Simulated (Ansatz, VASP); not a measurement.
# AlN: VASP beside Ansatz

File INCAR:

```
PREC     = Accurate       # precision mode
ENCUT    = 520            # plane-wave cutoff, eV
EDIFF    = 1E-7           # SCF threshold, eV
ISMEAR   = 0              # smearing method
SIGMA    = 0.05           # smearing width, eV
LREAL    = False          # projectors in reciprocal space
LASPH    = True           # aspherical terms in the spheres
NELM     = 100            # most SCF steps
ALGO     = Normal         # electronic algorithm
ISIF     = 2              # what is computed and relaxed
LWAVE    = False          # write WAVECAR
LCHARG   = False          # write CHGCAR
GGA      = PE             # functional
NBANDS   = 11             # bands
```

KPOINTS

```
regular mesh
0
Gamma
  10 10 10
```

Contents of POSCAR:

```
AlN
1.0
    0.0000000000      2.2346109109      2.2015871043
    2.2346109109      0.0000000000      2.2015871043
    2.2346109109      2.2346109109      0.0000000000
Al N
1 1
Direct
    0.0000000000      0.0000000000      0.0000000000
    0.7500000000      0.7500000000      0.7500000000
```

Input for Ansatz:

```yaml
crystal:
  lattice:
    - [0.0, 2.2346109109, 2.2015871043]
    - [2.2346109109, 0.0, 2.2015871043]
    - [2.2346109109, 2.2346109109, 0.0]
  atoms:
    - { symbol: Al, position: [0.0, 0.0, 0.0] }
    - { symbol: "N", position: [0.75, 0.75, 0.75] }
basis:
  ecutwfc: 420
kpoints:
  mp_grid: { grid: [10, 10, 10] }
hamiltonian:
  xc: pbe
scf:
  occupations: { method: gaussian, width: 0.05 }
output:
  forces: true
  stress: true
  eigenvalues: true
```

Change from the starting cell: strain +0.015 along x and y, +0.000 along z, atoms carried along.

Alike in both runs: task single point; functional PBE; k mesh 10 × 10 × 10; occupations gaussian, width 0.05 eV; no spin polarisation.

|  | VASP | Ansatz |
| --- | --- | --- |
| version | VASP 6.6.1 | Ansatz 0.2.0 |
| potentials or method | VASP PAW PBE potentials, release 64 (Al, N) | scalar-relativistic, plane waves, PAW |
| plane-wave cutoff (eV) | 520 | 420 |
| valence electrons in the cell | 8 | 8 |

```csv
,VASP,Ansatz,Ansatz less VASP
gap on the k mesh at the Fermi level (eV),3.21,3.21,+0.007
least direct gap on the mesh (eV),3.69,3.68,-0.007
pressure (GPa),-5.7,-5.4,+0.27
largest component of the traceless stress (GPa),1.29,1.28,-0.010
```

The functional is the same, so the differences come from potentials, cutoffs and numerics.

A k mesh can miss the band edges.
